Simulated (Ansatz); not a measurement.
## Worked example: self-consistent single point of BaF2 (Fm-3m, 3 atoms in the cell) in Ansatz

Computed with PBE (plane waves, PAW; Ansatz, a first-principles code).

This input was run:

Ansatz 0.2 input:
```yaml
crystal:
  lattice:
    - [0.000000, 3.090700, 3.090700]
    - [3.090700, 0.000000, 3.090700]
    - [3.090700, 3.090700, 0.000000]
  atoms:
    - { symbol: Ba, position: [0.000000, 0.000000, 0.000000] }
    - { symbol: F, position: [0.250000, 0.250000, 0.250000] }
    - { symbol: F, position: [0.750000, 0.750000, 0.750000] }
basis:
  ecutwfc: 420.0 eV
kpoints:
  mp_grid:
    grid: [7, 7, 7]
hamiltonian:
  xc: pbe
  pseudopotentials:
    kind: paw
scf:
  occupations:
    method: fermi_dirac
    width: 0.01 eV
output:
  forces: true
  eigenvalues: true
  stress: true
```

The program printed (abridged):

```
WARN ansatz: RAYON_NUM_THREADS=1 ignored (pool sized by the plan → 1); use --threads N
Pseudopotentials: kind: paw
Pseudopotential: Ba, paw, valence charge 10
Pseudopotential: F, paw, valence charge 7
Crystal: 3 atoms, lattice volume = 59.047 Å³
Basis set: ecut = 420 eV, 1139 PW (Γ), exchange–correlation on 60×60×60 points (8 copies of the dense FFT grid, shifted against one another)
Bands: 16, of which v1, the nominal top of the filled ones, is band 12 counted from 1 (11 counted from 0)
Symmetry: 48 space group operations
Space group: Fm-3m (ITA 225), of the structure as read, at distance tolerance 3.9e-5 Å
k-points: 20 of 343
Initial density: superposition of atomic densities (neutral atoms: chi_scale 0, normalization atom), corrected by the library's trained network
Initial wavefunctions: pseudopotential atomic-orbital guess
Eigensolver: davidson
Functional: x = pbe(κ = 0.804, μ = 0.2195149727645171), c = pbe(β = 0.06672455060314922)
SCF iter   1: F=—  HF=-7572.398440 eV  |F-HF|=—  |Δ(HF+E_count)|=         —  Δρ=5.96e-4  dr2=1.61e-4  ethr=1.77e-3  ⟨swp⟩=8.2  Hψ=2286  notcnv=0
all-band conjugate gradients solve this SCF's bands
preconditioner: auto → none
SCF iter   2: F=—  HF=-7572.399116 eV  |F-HF|=—  |Δ(HF+E_count)|=   6.75e-4  Δρ=8.69e-4  dr2=3.08e-4  ethr=6.73e-7  ⟨swp⟩=2.7  Hψ=826  notcnv=0
SCF iter   3: F=—  HF=-7572.399086 eV  |F-HF|=—  |Δ(HF+E_count)|=   2.98e-5  Δρ=2.42e-4  dr2=2.43e-5  ethr=6.73e-7  ⟨swp⟩=2.0  Hψ=500  notcnv=0
SCF iter   4: F=—  HF=-7572.399255 eV  |F-HF|=—  |Δ(HF+E_count)|=   1.70e-4  Δρ=1.53e-4  dr2=1.20e-5  ethr=1.01e-7  ⟨swp⟩=2.1  Hψ=637  notcnv=0
SCF iter   5: F=—  HF=-7572.399254 eV  |F-HF|=—  |Δ(HF+E_count)|=   1.85e-6  Δρ=6.76e-5  dr2=2.18e-6  ethr=5.02e-8  ⟨swp⟩=2.4  Hψ=425  notcnv=0
SCF iter   6: F=—  HF=-7572.399253 eV  |F-HF|=—  |Δ(HF+E_count)|=   4.27e-7  Δρ=2.63e-5  dr2=3.57e-7  ethr=9.08e-9  ⟨swp⟩=2.5  Hψ=411  notcnv=0
SCF iter   7: F=-7572.399253 eV  HF=-7572.399253 eV  |F-HF|=2.24e-8  |Δ(HF+E_count)|=   8.98e-8  Δρ=6.91e-6  dr2=2.50e-8  ethr=4.17e-10  ⟨swp⟩=3.1  Hψ=1305  notcnv=0
SCF 1 converged in 7 iterations: F = -7572.399253 eV  dr2 = 2.50e-8
SCF converged after 7 iterations
Free energy (F): -7572.399253 eV
Harris-Foulkes:  -7572.399253 eV  (|F-HF|=2.24e-8)
Internal energy: -7572.399253 eV  (E = F + TS)
E sigma→0 (E₀):  -7572.399253 eV
Fermi energy:    6.657509 eV
--- Per-component energies (eV) ---
  E_band       = -99.505778
  E_kinetic    = 584.119464
  E_local      = -1543.711474  (includes V_loc(G=0)·N_el)
  E_nonlocal   = 203.583141
  E_hartree    = 583.757804
  E_xc         = -330.216056
  E_vxc        = -343.362858  (∫ρ·V_xc dr)
  E_paw        = -5626.642153  (= ΣΔE_a)
  E_vpaw       = -167.647365  (= ΣTr[D̂ρ^β])
  E_aug_tail   = 0.004124  (compensation charges beyond the density's cutoff)
  E_ewald      = -1443.294102
  E_smearing   = -0.000000  (= −TS)
  E_closure    = 0.000000  (closes the sum)
  Σ components = -7572.399253   (vs F -7572.399253, Δ=0.00e0)
--- Forces (eV/Å), atoms counted from 1 ---
  atom   1  Ba    -0.00000000     0.00000000    -0.00000000
   [... zero for the other atoms too ...]
  max |Σ_I F_I| component: 1.39e-17 eV/Å
--- Stress (GPa, compression-positive) ---
        1.826260       0.000000      -0.000000
        0.000000       1.826260      -0.000000
        0.000000       0.000000       1.826260
  P = ⅓ Tr σ = 1.8263 GPa (18.263 kbar)
  The stress holds the Pulay correction. Without it, at fixed plane waves, as pw.x and ABINIT print it: P = 1.4355 GPa
--- Band table (eV; the first three rows and the last of 20) ---
  k-point 0: bands = ["-19.7406", "-15.7330", "-15.6524", "-4.5624", "-4.5624", "-4.5624", "1.7106", "1.7106", "1.7106", "3.1118", "3.1118", "3.1118", "10.0843", "12.5185", "12.5185", "14.7459"]
  k-point 1: bands = ["-19.6999", "-15.7531", "-15.7031", "-4.6009", "-4.5953", "-4.5953", "1.7948", "1.7948", "1.9209", "2.9782", "3.0875", "3.0875", "10.5370", "12.4967", "12.4967", "14.4807"]
  k-point 2: bands = ["-19.6037", "-15.8517", "-15.7682", "-4.6768", "-4.6667", "-4.6667", "1.9741", "1.9741", "2.3957", "2.7338", "3.0475", "3.0475", "11.4781", "12.4833", "12.4833", "13.8956"]
  k-point 19: bands = ["-19.4329", "-15.9693", "-15.9314", "-4.9650", "-4.7544", "-4.6280", "2.0039", "2.6012", "2.7032", "2.8719", "2.9697", "3.0292", "10.8559", "12.9766", "13.0792", "13.5072"]
```

The run converged in 7 iterations.

The starting cell has typed, rounded lattice constants, without a prior relaxation at this level. Its lattice was rescaled by up to half a per cent. Ansatz's pressure includes its estimate of the finite-basis (Pulay) stress.
